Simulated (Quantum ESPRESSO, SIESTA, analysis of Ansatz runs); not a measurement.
# AlN (P6_3mc):Al_i (6-fold void), a ladder of methods on one cell (SIESTA), part 2 of 3

Question: at which Fermi levels does Al_i (6-fold void) in AlN (P6_3mc) change its charge, and how much of the answer depends on the k-points? The model is a cell of 72 host atoms with 1 Al put in.

SIESTA 5.4.2; SIESTA numerical-orbital DFT, PBEsol, DZP basis, PseudoDojo 0.4.1 potentials converted to PSML; charged supercells in a uniform background, point-charge correction with alignment at far sites; the defect is named by its starting site, which the atom put in leaves on relaxing, at some charges or all.

So far. Step 2 (Band edges): The gap at this level is 4.15 eV.

## Step 3: Relaxing each charge state

Level of this step: SIESTA numerical-orbital DFT, PBEsol, DZP basis, PseudoDojo 0.4.1 potentials converted to PSML; relaxation of all atoms of a defect supercell at fixed charge in a uniform background (SIESTA).

Each state starts from the atoms near the defect displaced at random, so that no symmetry of the ideal site is imposed. An odd electron count needs spin polarisation, and the total moment is held fixed to keep the state apart from its neighbours in spin. Charge +2 is shown in full.

Contents of defect.fdf:

```
SystemName                      Al37N36
SystemLabel                     defect
NumberOfSpecies                 2
NumberOfAtoms                   73
%block ChemicalSpeciesLabel
  1   13 Al
  2    7 N
%endblock ChemicalSpeciesLabel
LatticeConstant                 1.0 Ang
%block LatticeVectors
     9.367059000    -0.000018000     0.000000000
    -4.683543000     8.112102000     0.000000000
     0.000000000     0.000000000    10.010830000
%endblock LatticeVectors
AtomicCoordinatesFormat         Fractional
%block AtomicCoordinatesAndAtomicSpecies
     0.222221894     0.111111522     0.249630950  1
     0.111111439     0.222221811     0.499630900  1
     0.222222440     0.111110906     0.440357193  2
     0.111110894     0.222222428     0.190357243  2
     0.222221894     0.111111522     0.749630950  1
     0.111111439     0.222221811     0.999630900  1
     0.222222440     0.111110906     0.940357193  2
     0.111110894     0.222222428     0.690357243  2
     0.227301179     0.449712553     0.250851385  1
     0.111111439     0.555555145     0.499630900  1
     0.220774934     0.447249985     0.436798626  2
     0.111110894     0.555555761     0.190357243  2
     0.222221894     0.444444855     0.749630950  1
     0.111111439     0.555555145     0.999630900  1
     0.222222440     0.444444239     0.940357193  2
     0.111110894     0.555555761     0.690357243  2
     0.222221894     0.777778189     0.249630950  1
     0.106875379     0.888567267     0.496415875  1
     0.222222440     0.777777572     0.440357193  2
     0.106131680     0.883412388     0.189432999  2
     0.222221894     0.777778189     0.749630950  1
     0.111111439     0.888888478     0.999630900  1
     0.222222440     0.777777572     0.940357193  2
     0.111110894     0.888889094     0.690357243  2
     0.555555227     0.111111522     0.249630950  1
     0.448904165     0.220923974     0.498634250  1
     0.555555773     0.111110906     0.440357193  2
     0.445383177     0.219494205     0.194283384  2
     0.555555227     0.111111522     0.749630950  1
     0.444444773     0.222221811     0.999630900  1
     0.555555773     0.111110906     0.940357193  2
     0.444444227     0.222222428     0.690357243  2
     0.558410004     0.442505387     0.246521320  1
     0.449903343     0.556164999     0.500834180  1
     0.557764944     0.446309346     0.435749062  2
     0.447023121     0.557182744     0.185831859  2
     0.549875474     0.439708134     0.748848011  1
     0.438592604     0.553099976     0.998126466  1
     0.552721522     0.444568313     0.944551420  2
     0.450225625     0.556600233     0.690474667  2
     0.550065638     0.772621298     0.249883715  1
     0.438336872     0.885164767     0.499393416  1
     0.550593666     0.778367599     0.439635881  2
     0.448184295     0.886518982     0.190216228  2
     0.559092452     0.782020226     0.753003468  1
     0.444444773     0.888888478     0.999630900  1
     0.559100966     0.780020776     0.936295277  2
     0.444444227     0.888889094     0.690357243  2
     0.884991551     0.107229718     0.246210212  1
     0.777778106     0.222221811     0.499630900  1
     0.894280327     0.111800018     0.441885479  2
     0.777777560     0.222222428     0.190357243  2
     0.888888561     0.111111522     0.749630950  1
     0.777778106     0.222221811     0.999630900  1
     0.888889106     0.111110906     0.940357193  2
     0.777777560     0.222222428     0.690357243  2
     0.885133915     0.440463773     0.253068135  1
     0.779385232     0.560850010     0.497266760  1
     0.893789565     0.447728992     0.437430180  2
     0.782357300     0.558510583     0.193641525  2
     0.888888561     0.444444855     0.749630950  1
     0.775593757     0.555430128     0.995048990  1
     0.888889106     0.444444239     0.940357193  2
     0.777792448     0.556884511     0.685518104  2
     0.892729369     0.782392531     0.246646744  1
     0.775489252     0.892567309     0.500697626  1
     0.893586331     0.778497373     0.443209406  2
     0.780078415     0.887865277     0.194520275  2
     0.892852319     0.777950983     0.753060792  1
     0.773704631     0.884054395     0.996947766  1
     0.888696220     0.775578363     0.944945252  2
     0.772698529     0.887707957     0.687829120  2
     0.661597683     0.661227219     0.345826197  1
%endblock AtomicCoordinatesAndAtomicSpecies
%block kgrid.MonkhorstPack
    1   0   0  0.25
    0   1   0  0.25
    0   0   1  0.25
%endblock kgrid.MonkhorstPack
XC.Functional                   GGA
XC.Authors                      PBEsol
PAO.BasisSize                   DZP
PAO.EnergyShift                 0.005 Ry
Mesh.Cutoff                     300 Ry
NetCharge                       2.0
Spin                            polarized
%block DM.InitSpin
    35   0.200
    43   0.200
    65   0.200
    67   0.200
    73   0.200
%endblock DM.InitSpin
Spin.Fix                        true
Spin.Total                      1.0
OccupationFunction              FD
ElectronicTemperature           0.01 eV
MaxSCFIterations                150
SCF.MustConverge                true
SCF.Mixer.Method                Pulay
SCF.Mixer.Weight                0.1
SCF.Mixer.History               10
SCF.DM.Tolerance                3.0e-4
SCF.H.Tolerance                 3.0e-3 eV
WriteForces                     true
Charge.Mulliken                 end
SaveRho                         true
SaveElectrostaticPotential      true
Charge.Hirshfeld                end
Charge.Voronoi                  end
MD.TypeOfRun                    Broyden
MD.Steps                        90
MD.MaxForceTol                  0.04 eV/Ang
MD.MaxDispl                     0.15 Ang
WriteCoorStep                   true
AtomCoorFormatOut               Fractional
```

The run is started by

```console
> OMP_NUM_THREADS=1 siesta defect.fdf > defect.out
```

The log of the run:

```text
Version         : 5.4.2

                           ***********************
                           *  WELCOME TO SIESTA  *
                           ***********************

[...]
reinit: Reading from file defect.fdf

reinit: -----------------------------------------------------------------------
reinit: System Name: Al37N36
reinit: -----------------------------------------------------------------------
reinit: System Label: defect
reinit: -----------------------------------------------------------------------

[...]
initatom: Reading input for the pseudopotentials and atomic orbitals ----------
Species number:   1 Atomic number:   13 Label: Al
Species number:   2 Atomic number:    7 Label: N

[... pseudopotential checks and orbital generation ...]

prinput: Basis input

PAO.BasisType split

%block ChemicalSpeciesLabel
    1   13 Al                      # Species index, atomic number, species label
    2    7 N                       # Species index, atomic number, species label
%endblock ChemicalSpeciesLabel

%block PAO.Basis                 # Define Basis set
# WARNING: This information might be incomplete!
Al                    2                    # Species label, number of l-shells
 n=3   0   2                         # n, l, Nzeta
   6.641      4.635
   1.000      1.000
 n=3   1   2 P   1                   # n, l, Nzeta, Polarization, NzetaPol
   8.738      6.223
   1.000      1.000
N                     2                    # Species label, number of l-shells
 n=2   0   2                         # n, l, Nzeta
   4.265      2.697
   1.000      1.000
 n=2   1   2 P   1                   # n, l, Nzeta, Polarization, NzetaPol
   5.254      3.313
   1.000      1.000
%endblock PAO.Basis

prinput: ----------------------------------------------------------------------

coor:   Atomic-coordinates input format  =     Fractional

[...]
siesta: System type = bulk

initatomlists: Number of atoms, orbitals, and projectors:     73   949   954

[... echo of the settings ...]

siesta: k-grid: Number of k-points = 1
siesta: k-points from Monkhorst-Pack grid
siesta: k-cutoff (effective) =     4.684 Ang
siesta: k-point supercell and displacements
siesta: k-grid:     1     0     0      0.250
siesta: k-grid:     0     1     0      0.250
siesta: k-grid:     0     0     1      0.250

diag: Algorithm                                     = D&C
diag: Absolute tolerance                            =  0.100E-15
diag: Orthogonalization factor                      =  0.100E-05

superc: Internal auxiliary supercell:     5 x     5 x     3  =      75
superc: Number of atoms, orbitals, and projectors:   5475  71175  71550

                     ====================================
                        Begin Broyden opt. move =      0
                     ====================================

[...]
superc: Internal auxiliary supercell:     5 x     5 x     3  =      75
superc: Number of atoms, orbitals, and projectors:   5475  71175  71550

outcell: Unit cell vectors (Ang):
        9.367059   -0.000018    0.000000
       -4.683543    8.112102    0.000000
        0.000000    0.000000   10.010830

outcell: Cell vector modules (Ang)   :    9.367059    9.367058   10.010830
outcell: Cell angles (23,13,12) (deg):     90.0000     90.0000    120.0002
outcell: Cell volume (Ang**3)        :    760.6875
[...]
Initializing Density Matrix...

[...]
DM filled with atomic data (user-defined):
Note: For starting DM, Qtot, Tr[D*S] =        289.00000000        291.00000000

InitMesh: MESH = 90 x 90 x 108 = 874800
InitMesh: Mesh cutoff (required, used) =   300.000   321.669 Ry

[...]
iscf     Eharris(eV)        E_KS(eV)     FreeEng(eV)     dDmax     Ef_up Ef_dn(eV) dHmax(eV)
   scf:    1   -12061.293499   -12431.345430   -12431.345430  0.790670 -4.814714 -6.931069 10.183829
[...]
scf:    2   -11289.287636   -12142.312054   -12142.324169  0.688611 -4.576938 -4.604941 30.438889
[...]
scf:    3   -12557.093621   -12521.831847   -12521.831847  0.660564 -4.555379 -6.104246  3.448366
[...]
scf:    4   -12533.423103   -12530.517780   -12530.517780  0.034349 -5.015400 -6.007546  0.531248
[...]
scf:    5   -12530.627737   -12530.594921   -12530.594921  0.014856 -5.003882 -6.013473  0.161509
[...]
scf:    6   -12530.594087   -12530.596166   -12530.596166  0.001617 -5.001285 -6.012111  0.149215
[...]
scf:    7   -12530.623152   -12530.610754   -12530.610754  0.009063 -5.005861 -6.033613  0.096538
[...]
scf:    8   -12530.617748   -12530.614573   -12530.614573  0.005149 -5.012749 -6.050710  0.034529
[...]
scf:    9   -12530.615406   -12530.615043   -12530.615043  0.001974 -5.013943 -6.055997  0.026212
[...]
scf:   10   -12530.615263   -12530.615198   -12530.615198  0.000982 -5.011841 -6.056328  0.015253
[...]
spin moment: {S} , |S| = {        0.0        0.0    1.00000 }     1.00000

SCF Convergence by DM+H criterion
max |DM_out - DM_in|         :     0.0001011214
max |H_out - H_in|      (eV) :     0.0017612292
SCF cycle converged after 13 iterations

Using DM_out to compute the final energy and forces

siesta: E_KS(eV) =           -12530.6153

siesta: E_KS - E_eggbox =    -12530.6153

siesta: Atomic forces (eV/Ang):
[... rows ...]
[...]
====================================

[...]
Re-using DM from previous geometries...
Number of DMs in history: 1
 DM extrapolation coefficients:
1   1.00000
New DM after history re-use:

[...]
iscf     Eharris(eV)        E_KS(eV)     FreeEng(eV)     dDmax     Ef_up Ef_dn(eV) dHmax(eV)
   scf:    1   -12536.270225   -12536.266884   -12536.266884  0.029787 -4.544701 -4.495877  0.020297
[...]
scf:    2   -12536.265063   -12536.266399   -12536.266399  0.000521 -4.543922 -4.495419  0.056952
[...]
scf:    3   -12536.267149   -12536.266997   -12536.266997  0.000367 -4.544401 -4.495658  0.002588
[...]
scf:    4   -12536.267007   -12536.267003   -12536.267003  0.000054 -4.544182 -4.495415  0.001173
     spin moment: {S} , |S| = {        0.0        0.0    1.00000 }     1.00000

SCF Convergence by DM+H criterion
[...]
SCF cycle converged after 4 iterations

[...]
siesta: E_KS(eV) =           -12536.2670

siesta: Atomic forces (eV/Ang):
     1   -0.012475    0.004316   -0.002143
     2    0.005745   -0.002691   -0.005599
     3    0.004206   -0.001425   -0.001234
     4   -0.010870    0.005865    0.003818
     5    0.004337   -0.007877    0.006390
     6   -0.010506    0.006567    0.007174
     7   -0.005526    0.001100    0.013427
     8    0.009854   -0.008375   -0.008794
     9    0.012502    0.005170   -0.000890
    10   -0.000280   -0.000327   -0.007164
[...]
69    0.018272    0.008058   -0.003961
    70    0.005318   -0.007375   -0.023124
    71    0.015718    0.005927   -0.004870
    72    0.004611    0.009589    0.024223
    73   -0.000984    0.002087   -0.005877
   Tot   -0.003158    0.001727    0.001557
   Max    0.029172
   Res    0.008036    sqrt( Sum f_i^2 / 3N )
   Max    0.029172    constrained

Stress tensor Voigt[x,y,z,yz,xz,xy] (kbar):      -51.99      -41.16      -67.35       -0.30       -0.34        9.47
[...]
outcoor: Relaxed atomic coordinates (fractional):
    0.22224445    0.11132414    0.24875408   1       1  Al
    0.11105028    0.22237042    0.49958513   1       2  Al
    0.22184450    0.11166117    0.43920104   2       3  N
    0.11178957    0.22129701    0.19094819   2       4  N
    0.22207126    0.11141707    0.74784714   1       5  Al
    0.11122351    0.22184382    1.00066916   1       6  Al
    0.22152048    0.11174274    0.93752192   2       7  N
    0.11112840    0.22219816    0.68895583   2       8  N
    0.21994403    0.44289580    0.24824333   1       9  Al
    0.11109724    0.55542827    0.49953863   1      10  Al
    0.21841059    0.44268557    0.43914159   2      11  N
    0.11177789    0.55580726    0.19088667   2      12  N
    0.21713095    0.44172508    0.75364991   1      13  Al
    0.11116371    0.55585071    1.00069283   1      14  Al
    0.21839688    0.44268561    0.94074132   2      15  N
    0.11127301    0.55482957    0.68886144   2      16  N
    0.22191813    0.77681720    0.24868687   1      17  Al
    0.11239364    0.88952825    0.49905354   1      18  Al
    0.22188086    0.77743093    0.43913215   2      19  N
    0.11750285    0.89164449    0.18667925   2      20  N
[...]
0.77922775    0.55439244    0.69984196   2      64  N
    0.89638451    0.78136394    0.22453908   1      65  Al
    0.78886289    0.91052329    0.51687687   1      66  Al
    0.88067129    0.77399941    0.44385433   2      67  N
    0.78131131    0.89549987    0.18382075   2      68  N
    0.89166239    0.77912117    0.75391814   1      69  Al
    0.77953717    0.89295666    0.99397441   1      70  Al
    0.88998010    0.77868545    0.94351021   2      71  N
    0.77895989    0.89064770    0.69973470   2      72  N
    0.66660341    0.66669469    0.37535953   1      73  Al

[...]
siesta: Final energy (eV):
siesta:  Band Struct. =   -3929.051429
siesta:       Kinetic =    7935.310274
siesta:       Hartree =    2748.697433
[...]
siesta:         Exch. =   -3726.967142
siesta:         Corr. =    -400.505482
[...]
siesta:   Exch.-corr. =   -4127.472624
siesta:  Ion-electron =  -12859.032783
siesta:       Ion-ion =   -6233.769302
[...]
siesta:         Total =  -12536.267003
siesta:      Fermi_up =      -4.544182
siesta:      Fermi_dn =      -4.495415

siesta: Stress tensor (static) (eV/Ang**3):
siesta:    -0.032452    0.005911   -0.000212
siesta:     0.005911   -0.025693   -0.000186
siesta:    -0.000212   -0.000185   -0.042039

siesta: Cell volume =        760.687471 Ang**3

siesta: Pressure (static):
siesta:                Solid            Molecule  Units
siesta:           0.00036371          0.00036362  Ry/Bohr**3
siesta:           0.03339446          0.03338598  eV/Ang**3
siesta:          53.50382178         53.49023239  kBar

[...]
mulliken: Qtot =      145.000

[...]
mulliken: Qtot =      144.000

Mulliken Atomic Populations:
Atom #   charge [q] valence [e]      Sz [e]  Species
     1     0.203989    2.796011    0.003698  Al
     2     0.244005    2.755995    0.002295  Al
     3    -0.195883    5.195883   -0.000779  N
     4    -0.183002    5.183002    0.001437  N
     5     0.223898    2.776102    0.001666  Al
     6     0.240650    2.759350   -0.000577  Al
     7    -0.185702    5.185702   -0.000123  N
     8    -0.197102    5.197102   -0.000099  N
     9     0.209396    2.790604    0.009573  Al
    10     0.242925    2.757075    0.000810  Al
    11    -0.155948    5.155948    0.000483  N
    12    -0.184441    5.184441    0.000986  N
    13     0.242274    2.757726    0.001728  Al
    14     0.239029    2.760971   -0.003121  Al
    15    -0.174791    5.174791    0.006720  N
    16    -0.195491    5.195491    0.000171  N
    17     0.197924    2.802076    0.001602  Al
    18     0.230742    2.769258    0.011235  Al
    19    -0.195027    5.195027   -0.000405  N
    20    -0.164779    5.164779    0.001311  N
[...]
64    -0.185561    5.185561   -0.000151  N
    65     0.294496    2.705504    0.046429  Al
    66     0.305118    2.694882    0.005399  Al
    67    -0.262166    5.262166    0.025584  N
    68    -0.183989    5.183989    0.064561  N
    69     0.233196    2.766804    0.000835  Al
    70     0.245470    2.754530    0.007044  Al
    71    -0.227476    5.227476   -0.000661  N
    72    -0.185393    5.185393   -0.000134  N
    73     0.251166    2.748834    0.424091  Al
 Total     2.000000                1.000000

[...]
Job completed
```

The job ended after 2.6 h (1 MPI rank of Arm Neoverse V1, shared host; peak memory 2.3 GiB).

The steps and moves of this run count from the displaced start.

Step by step:

| step | energy less that of the first step (eV) | largest force (eV/Å) |
| --- | --- | --- |
| 0 | 0.0000 | 8.4280 |
| 1 | -3.9878 | 3.4962 |
| 2 | -4.7559 | 1.7016 |
| 3 | -5.1832 | 0.7515 |
| 4 | -5.3758 | 0.5094 |
| 5 | -5.4988 | 0.3673 |
| 6 | -5.5776 | 0.2498 |
| 7 | -5.6267 | 0.1186 |
| 8 | -5.6415 | 0.0815 |
| 9 | -5.6489 | 0.0526 |
| 10 | -5.6517 | 0.0301 |

The atoms that moved most (Å):

| atom | dx | dy | dz | length |
| --- | --- | --- | --- | --- |
| Al73 | 0.021 | 0.044 | 0.296 | 0.300 |
| Al58 | 0.159 | -0.128 | 0.197 | 0.284 |
| Al34 | -0.198 | -0.095 | 0.162 | 0.273 |
| Al41 | -0.023 | 0.067 | -0.259 | 0.268 |
| Al33 | -0.033 | -0.044 | -0.221 | 0.228 |
| Al65 | 0.039 | -0.008 | -0.221 | 0.225 |
| Al66 | 0.041 | 0.146 | 0.162 | 0.222 |
| N64 | 0.025 | -0.020 | 0.143 | 0.147 |

Neighbours of Al73 at the end:

| atom | distance (Å) |
| --- | --- |
| N43 | 1.865 |
| N67 | 1.867 |
| N35 | 1.867 |
| Al41 | 2.397 |
| Al33 | 2.398 |
| Al65 | 2.399 |
| Al58 | 2.431 |
| Al34 | 2.433 |
| Al66 | 2.433 |

Energies on the run's own zero. States near gap, by row:

| spin | k | band | energy (eV) | filled by count |
| --- | --- | --- | --- | --- |
| up | 0 | 141 | -8.691 | 1 |
| up | 0 | 142 | -8.67 | 1 |
| up | 0 | 143 | -8.626 | 1 |
| up | 0 | 144 | -8.514 | 1 |
| up | 0 | 145 | -5.034 | 1 |
| up | 0 | 146 | -3.496 | 0 |
| up | 0 | 147 | -3.383 | 0 |
| up | 0 | 148 | -3.106 | 0 |
| up | 0 | 149 | -3.042 | 0 |
| down | 0 | 140 | -8.861 | 1 |
| down | 0 | 141 | -8.679 | 1 |
| down | 0 | 142 | -8.65 | 1 |
| down | 0 | 143 | -8.617 | 1 |
| down | 0 | 144 | -8.502 | 1 |
| down | 0 | 145 | -4.236 | 0 |
| down | 0 | 146 | -3.447 | 0 |
| down | 0 | 147 | -3.341 | 0 |
| down | 0 | 148 | -3.064 | 0 |

(Part 2 of 3 ends here.)

[Logs are printed without paths, hosts, clocks, repeated set-up lines and the standing remarks that a program may print on its own settings, such as how far it seeks lower states.]

[Hosts, paths, dates, database ids (printed as entryN), source tags and the programs' standing remarks are cut or masked in the printed files.]

[For some hosts the program warned that the k-mesh of the response run may be too coarse for force constants and the static dielectric constant; such warnings are not shown here.]

[Charge tables in the logs are Mulliken or Hirshfeld populations, whose sizes and signs can differ; where basis functions stand at a vacancy, SIESTA counts their charge against the missing atom's valence.]

[In relaxation paths of CP2K, step 0 can be the structure after the first move, since the trajectory file begins there, and the last row can be the final structure solved once more.]
